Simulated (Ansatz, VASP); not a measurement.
# Two plane-wave programs on Br

```
Br
1.0
     3.55615   -2.12746    0.00000
     3.55615    2.12746    0.00000
     0.00000    0.00000    8.76998
Br
4
Direct
  0.86082 0.13918 0.11578
  0.63918 0.36082 0.61578
  0.13918 0.86082 0.88422
  0.36082 0.63918 0.38422
```

Alike in both runs: task single point; functional r2SCAN; k mesh 3 × 3 × 2; occupations fermi-dirac, width 0.05 eV; no spin polarisation.

|  | VASP | Ansatz |
| --- | --- | --- |
| version | VASP 6.6.1 | Ansatz 0.2.0 |
| potentials or method | VASP PAW PBE potentials, release 64 (Br) | plane waves (500 eV) with PAW, scalar-relativistic |
| plane-wave cutoff (eV) | 520 | 500 |
| valence electrons in the cell | 28 | 28 |

VASP gave:

```
pressure (GPa)                                  : -0.1
largest component of the traceless stress (GPa) : 0.17
```

Question: Estimate Ansatz's values.

Answer: Pressure (GPa): -0.1; largest component of the traceless stress (GPa): 0.14.

Caveats: the k mesh is coarse (spacing up to 0.57 Å⁻¹), so the values aren't converged; the PAW data sets were made with another functional, which shifts forces and pressure a little (VASP). A k mesh can miss the band edges.
